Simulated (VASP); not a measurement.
# ZnS (Imm2) in VASP: further runs

The runs below take ZnS through single point, with PBEsol.

Program: VASP 6.6.1. These are calculated values, not measurements. Logs are shortened: lines on timing, memory, paths and dates and some standing lists are left out, and cuts for length are marked.

## Step 1: The cell of the first run

Symmetry: Imm2, No. 44, orthorhombic system. The conventional cell has a = 3.825 Å, b = 3.825 Å, c = 5.409 Å, α = 90.00°, β = 90.00°, γ = 90.00°. Zn (site symmetry mm2) is surrounded by 2 S at 2.18 Å. Around S (site symmetry mm2) lie 2 Zn at 2.18 Å.

Measurements of this composition are mostly on another form, of space group No. 216.

## Step 2: Single point, PBEsol (atom 1 (Zn) moved by (-0.300, +0.000) A along x and y)

INCAR

```
SYSTEM = ZnS
  PREC = Accurate
  ENCUT = 520
  EDIFF = 1E-7
  ISMEAR = 0
  SIGMA = 0.05
  LREAL = .FALSE.
  LASPH = .TRUE.
  NELM = 100
  ALGO = Normal
  ISIF = 2
  LWAVE = .FALSE.
  LCHARG = .TRUE.
  GGA = PS
  LELF = .TRUE.
  LVHAR = .TRUE.
  NBANDS = 16
```

KPOINTS

```
Automatic mesh
0
G
  10 10 10
  0 0 0
```

POSCAR

```
ZnS
1.0
    0.0000000000      2.7046500000      2.7046500000
    2.7046500000      0.0000000000      2.7046500000
    2.7046500000      2.7046500000      0.0000000000
Zn S
1 1
Direct
    0.0554600410     -0.0554600410     -0.0554600410
    0.7500000000      0.7500000000      0.7500000000
```

Potentials or basis: VASP PAW PBE potentials, release 64 (Zn, S).

Command:

```sh
$ cat potpaw_PBE.64/Zn/POTCAR potpaw_PBE.64/S/POTCAR > POTCAR
$ mpirun -np 1 vasp_std > vasp.out
```

OUTCAR:

```text
SYSTEM = ZnS
   PREC = Accurate
   ENCUT = 520
   EDIFF = 1E-7
   ISMEAR = 0
   LREAL = .FALSE.
   LASPH = .TRUE.
   NELM = 100
   ISIF = 2
   GGA = PS

 ion  position               nearest neighbor table
   1  0.055  0.945  0.945-   2 2.18   2 2.18   2 2.53   2 2.53
   2  0.750  0.750  0.750-   1 2.18   1 2.18   1 2.53   1 2.53

  LATTYP: Found a face centered cubic cell.
 ALAT       =     5.4093000000

  Lattice vectors:

 A1 = (   0.0000000000,   2.7046500000,   2.7046500000)
 A2 = (   2.7046500000,   0.0000000000,   2.7046500000)
 A3 = (   2.7046500000,   2.7046500000,   0.0000000000)

Analysis of symmetry for initial positions (statically):
=====================================================================
 Subroutine PRICEL returns:
 Original cell was already a primitive cell.

 Routine SETGRP: Setting up the symmetry group for a
 face centered cubic supercell.

 Subroutine GETGRP returns: Found  4 space group operations
 (whereof  4 operations were pure point group operations)
 out of a pool of 48 trial point group operations.

The static configuration has the point symmetry C_2v.

Analysis of symmetry for dynamics (positions and initial velocities):
=====================================================================
 Subroutine PRICEL returns:
 Original cell was already a primitive cell.

 Routine SETGRP: Setting up the symmetry group for a
 face centered cubic supercell.

 Subroutine GETGRP returns: Found  4 space group operations
 (whereof  4 operations were pure point group operations)
 out of a pool of 48 trial point group operations.

The dynamic configuration has the point symmetry C_2v.

 Subroutine INISYM returns: Found  4 space group operations
 (whereof  4 operations are pure point group operations),
 and found     1 'primitive' translations

----------------------------------------------------------------------------------------

                                     Primitive cell

  volume of cell :      39.5697

  direct lattice vectors                    reciprocal lattice vectors
     0.000000000  2.704650000  2.704650000    -0.184866803  0.184866803  0.184866803
     2.704650000  0.000000000  2.704650000     0.184866803 -0.184866803  0.184866803
     2.704650000  2.704650000  0.000000000     0.184866803  0.184866803 -0.184866803

  length of vectors
     3.824952711  3.824952711  3.824952711     0.320198696  0.320198696  0.320198696

[... 79 lines left out ...]
   NELM   =    100;   NELMIN=  2; NELMDL= -5     # of ELM steps
   EDIFF  = 0.1E-06   stopping-criterion for ELM
   LREAL  =      F    real-space projection
   EDIFFG = 0.1E-05   stopping-criterion for IOM
   NSW    =      0    number of steps for IOM
   IBRION =     -1    ionic relax: 0-MD 1-quasi-New 2-CG
   NFREE  =      0    steps in history (QN), initial steepest desc. (CG)
   ISIF   =      2    stress and relaxation
   ISYM   =      2    0-nonsym 1-usesym 2-fastsym
   POTIM  = 0.5000    time-step for ionic-motion
   TEBEG  =    0.0;   TEEND  =   0.0 temperature during run
   PSTRESS=    0.0 pullay stress
   NELECT =      18.0000    total number of electrons
   NUPDOWN=      -1.0000    fix difference up-down
   EMIN   =  10.00;   EMAX   =-10.00  energy-range for DOS
   EFERMI =   0.00;   METHOD = LEGACY
   ISMEAR =     0;   SIGMA  =   0.05  broadening in eV -4-tet -1-fermi 0-gaus
   EFERMI_NEDOS =   21; number of points for ismear=-14 and -15
   IALGO  =     38    algorithm
   IMIX   =      4    mixing-type and parameters
     AMIX     =   0.40;   BMIX     =  1.00
     AMIX_MAG =   1.60;   BMIX_MAG =  1.00
  volume/ion in A,a.u.               =      19.78       133.51
  Fermi-wavevector in a.u.,A,eV,Ry     =   1.259055  2.379268 21.568210  1.585219
  Thomas-Fermi vector in A             =   2.392634
   LORBIT       =      0    0 simple, 1 ext, 2 COOP (PROOUT), +10 PAW based schemes
   GGA     = PS    functional components
   LHFCALC =     F    Hartree Fock is set to
   AEXX    =    0.0000 exact exchange contribution
   IVDW    =     0    specifies the selected vdW correction
   LEPSILON=     F    determine dielectric tensor
   LRPA    =     F    only Hartree local field effects (RPA)
 non-spin polarized calculation
 Gauss-broadening in eV      SIGMA  =   0.05
  energy-cutoff  :      520.00
  volume of cell :       39.57
 maximum number of plane-waves:      1090
   NGX = 15   NGY = 15   NGZ = 15

 number of electron      17.9999999 magnetization

 Free energy of the ion-electron system (eV)
  ---------------------------------------------------
  ext. energy  EPLUGINS =         0.00000000
  ---------------------------------------------------
  free energy    TOTEN  =        -7.33880369 eV

  energy without entropy =       -7.33880369  energy(sigma->0) =       -7.33880369

 E-fermi :   2.3670     XC(G=0):  -9.8324

 val. band max:        2.0877526847   @ k =   0.0000   0.0000   0.0000
 cond. band min:       4.0138731712   @ k =   0.0000   0.0000   0.0000
 fundamental gap:      1.9261204865
 Fermi energy:         2.3669612938

 k-point     1 :       0.0000    0.0000    0.0000
  band No.  band energies     occupation
      1     -11.2362      2.00000
      2      -4.7317      2.00000
      3      -4.5272      2.00000
      4      -4.3162      2.00000
      5      -4.0442      2.00000
      6      -4.0112      2.00000
[... 433 lines left out ...]
      3      -4.4405      2.00000
      4      -4.1730      2.00000
      5      -4.0071      2.00000
      6      -3.9322      2.00000
[... 8 lines left out ...]
     15      14.2592      0.00000
     16      15.1539      0.00000

 [... further k-points ...]

------------------------ aborting loop because EDIFF is reached ----------------------------------------

  FORCE on cell =-STRESS in cart. coord.  units (eV):
  Direction    XX          YY          ZZ          XY          YZ          ZX
  --------------------------------------------------------------------------------------
  -------------------------------------------------------------------------------------
  Total       -0.2439744      0.4493699      0.4493699      0.0000000      1.6208174      0.0000000
  in kB       -9.8785141     18.1949705     18.1949705      0.0000000     65.6268360      0.0000000
  external PRESSURE =       8.8371423 kB  Pullay stress =       0.0000000 kB

 VOLUME and BASIS-vectors are now :
 -----------------------------------------------------------------------------
  energy-cutoff  :      520.00
  volume of cell :       39.57
      direct lattice vectors                 reciprocal lattice vectors
     0.000000000  2.704650000  2.704650000    -0.184866803  0.184866803  0.184866803
     2.704650000  0.000000000  2.704650000     0.184866803 -0.184866803  0.184866803
     2.704650000  2.704650000  0.000000000     0.184866803  0.184866803 -0.184866803

 POSITION                                       TOTAL-FORCE (eV/Angst)
 -----------------------------------------------------------------------------------
      5.10930      2.70465      2.70465         1.580384      0.000000      0.000000
      4.05697      4.05697      4.05697        -1.580384      0.000000      0.000000
 -----------------------------------------------------------------------------------
    total drift:                               -0.000361      0.000011      0.000011

  FREE ENERGIE OF THE ION-ELECTRON SYSTEM (eV)
  ---------------------------------------------------
  free  energy   TOTEN  =        -7.3388036922 eV

  energy  without entropy=       -7.3388036922  energy(sigma->0) =       -7.33880369
```

OSZICAR:

```text
N       E                     dE             d eps       ncg     rms          rms(c)
DAV:   1     0.833943033050E+02    0.83394E+02   -0.79515E+03  5472   0.133E+03
DAV:   2    -0.241767928532E+01   -0.85812E+02   -0.80274E+02  6264   0.252E+02
DAV:   3    -0.774222943766E+01   -0.53246E+01   -0.53031E+01  6840   0.614E+01
DAV:   4    -0.779638631169E+01   -0.54157E-01   -0.54146E-01  6816   0.643E+00
DAV:   5    -0.779702835793E+01   -0.64205E-03   -0.64203E-03  6952   0.672E-01    0.721E+00
DAV:   6    -0.736563529073E+01    0.43139E+00   -0.89579E-01  8088   0.348E+01    0.559E+00
DAV:   7    -0.734295779840E+01    0.22677E-01   -0.26920E-01  6904   0.520E+00    0.271E+00
DAV:   8    -0.733898635336E+01    0.39714E-02   -0.62886E-03  7624   0.110E+00    0.677E-01
DAV:   9    -0.733872061019E+01    0.26574E-03   -0.12825E-03  6864   0.304E-01    0.101E-01
DAV:  10    -0.733880596059E+01   -0.85350E-04   -0.16007E-04  6912   0.112E-01    0.224E-02
DAV:  11    -0.733880325193E+01    0.27087E-05   -0.18788E-05  7976   0.590E-02    0.478E-03
DAV:  12    -0.733880371903E+01   -0.46710E-06   -0.28195E-06  7176   0.120E-02    0.294E-03
DAV:  13    -0.733880369219E+01    0.26841E-07   -0.11551E-07  6336   0.312E-03
   1 F= -.73388037E+01 E0= -.73388037E+01  d E =-.158165E-17
```

It took 60 s on 1 thread of AMD EPYC 9R45 (Zen 5), shared host; peak memory 0.21 GiB.

What came out:

- Free energy: -7.3388 eV
- Pressure: 0.9 GPa
- Largest force: 1.580 eV/Å
- Band gap on the k mesh: 1.93 eV, direct

Forces in eV/Å, atoms in the order of the input:
```
Zn   1.580  0.000  0.000
S   -1.580  0.000  0.000
```

Stress tensor (GPa, compression positive):
```
-0.99  0.00  0.00
 0.00  1.82  6.56
 0.00  6.56  1.82
```

Levels at points of the mesh, in eV from the valence-band top:
| k point | band 7 | band 8 | band 9 | band 10 | band 11 | band 12 |
| --- | --- | --- | --- | --- | --- | --- |
| (0.00, 0.00, 0.00) | -0.56 | 0.00 | 0.00 | 1.93 | 6.17 | 6.32 |
| (0.50, 0.00, 0.00) | -5.66 | -1.37 | -0.65 | 3.33 | 6.26 | 7.68 |
| (0.00, 0.50, 0.00) | -4.97 | -1.37 | -0.49 | 2.88 | 5.90 | 7.25 |
| (0.50, 0.50, 0.00) | -4.75 | -2.29 | -2.14 | 3.00 | 3.77 | 10.62 |
| (0.00, 0.50, 0.50) | -4.55 | -2.50 | -2.21 | 2.77 | 4.20 | 10.53 |

Caveat: the PAW data sets were made with another functional, which shifts forces and pressure a little.

## Step 3: Single point, PBEsol (atom 1 (Zn) moved by (-0.150, +0.000) A along x and y)

INCAR

```
SYSTEM = ZnS
PREC = Accurate ; ENCUT = 520
EDIFF = 1E-6 ; ISMEAR = 0
SIGMA = 0.05 ; LREAL = .FALSE.
LASPH = .TRUE. ; NELM = 100
ALGO = Normal ; ISIF = 2
LWAVE = .FALSE. ; LCHARG = .TRUE.
GGA = PS ; LELF = .TRUE.
LVHAR = .TRUE. ; NBANDS = 16
```

KPOINTS is that of step 2.

Changes to POSCAR since step 2:

```diff
@@ -8,3 +8,3 @@
 Direct
-    0.0554600410     -0.0554600410     -0.0554600410
+    0.0277300205     -0.0277300205     -0.0277300205
     0.7500000000      0.7500000000      0.7500000000
```

Potentials or basis: VASP PAW PBE potentials, release 64 (Zn, S).

Command:

```sh
$ cat potpaw_PBE.64/Zn/POTCAR potpaw_PBE.64/S/POTCAR > POTCAR
$ mpirun -np 1 vasp_std > vasp.out
```

Run time: 58 s. Hardware: 1 thread of AMD EPYC 9R45 (Zen 5), shared host; peak memory 0.21 GiB.

It converged, with:

* Free energy: -7.5203 eV
* Pressure: -1.3 GPa
* Largest force: 0.824 eV/Å
* Band gap on the k mesh: 1.89 eV, direct

Forces on the atoms (eV/Å):
```
Zn   0.824  0.000  0.000
S   -0.824  0.000  0.000
```

Stress tensor (GPa, compression positive):
```
-1.73  0.00  0.00
 0.00 -1.02  3.14
 0.00  3.14 -1.02
```

Levels at points of the mesh, in eV from the valence-band top:
```csv
k point,band 7,band 8,band 9,band 10,band 11,band 12
"(0.00, 0.00, 0.00)",-0.27,-0.06,0.00,1.89,6.21,6.21
"(0.50, 0.00, 0.00)",-5.60,-1.20,-0.80,3.23,6.50,7.23
"(0.00, 0.50, 0.00)",-5.20,-1.14,-0.71,2.97,6.29,7.00
"(0.50, 0.50, 0.00)",-4.70,-2.32,-2.28,3.12,3.85,10.69
"(0.00, 0.50, 0.50)",-4.65,-2.40,-2.27,3.04,3.98,10.67
```

Caveat: the PAW data sets were made with another functional, which shifts forces and pressure a little.
